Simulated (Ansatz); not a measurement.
## MoSe2 under changes of volume

One of the cells (20.129 Å³/atom); the others are scaled copies at fixed shape and fractional positions:

```
Mo Se
1.0
     3.28800    0.00000    0.00000
    -1.64400    2.84749    0.00000
     0.00000    0.00000   12.90000
Mo Se
2 4
Direct
  0.66667 0.33333 0.75000
  0.33333 0.66667 0.25000
  0.66667 0.33333 0.37500
  0.33333 0.66667 0.87500
  0.66667 0.33333 0.12500
  0.33333 0.66667 0.62500
```

* Program: Ansatz 0.2.0
* Functional: PBE
* Potentials or basis: Ansatz PAW large core
* Cutoff: 420 eV (not typed: the program's choice for these potentials)
* k mesh: 9 × 9 × 2
* Occupations: fermi-dirac, width 0.05 eV
* Spin: no spin polarisation

| volume (Å³/atom) | energy over the lowest point (meV/atom) | pressure (GPa) | largest force (eV/Å) |
| --- | --- | --- | --- |
| 18.922 | ? | ? | ? |
| 19.324 | 87.27 | 14.8 | 1.879 |
| 19.727 | 54.51 | 11.3 | 1.483 |
| 20.129 | 30.20 | 8.1 | 1.117 |
| 20.532 | 13.50 | 5.2 | 0.777 |
| 20.935 | 3.66 | 2.6 | 0.462 |
| 21.337 | 0.00 | 0.3 | 0.170 |

**Question.** What does the run at 18.922 Å³/atom give?

**Answer.** Energy over the lowest point 129.39 meV/atom; pressure 18.8 GPa; largest force 2.306 eV/Å.

Worked out: A Birch-Murnaghan fit of order 3 (a polynomial in V^(-2/3)) to the other rows has its minimum at 21.39 Å³/atom, just outside them, with B0 = V·E''(V) = 116 GPa and B' = 4.4 at fixed shape and positions, which overstates the stiffness. It gives 129.34 meV/atom at 18.922 Å³/atom, against the run's 129.39, and -dE/dV = 18.8 GPa, against 18.8.

Energies are extrapolated to zero smearing.

Caveats: this set keeps more shells in the core, which shifts pressures and gaps; the cell's inner coordinates are idealised or old, which leaves forces on the atoms; this functional lacks dispersion, which binds the layers, so the pressure and a relaxed spacing across them are unreliable.
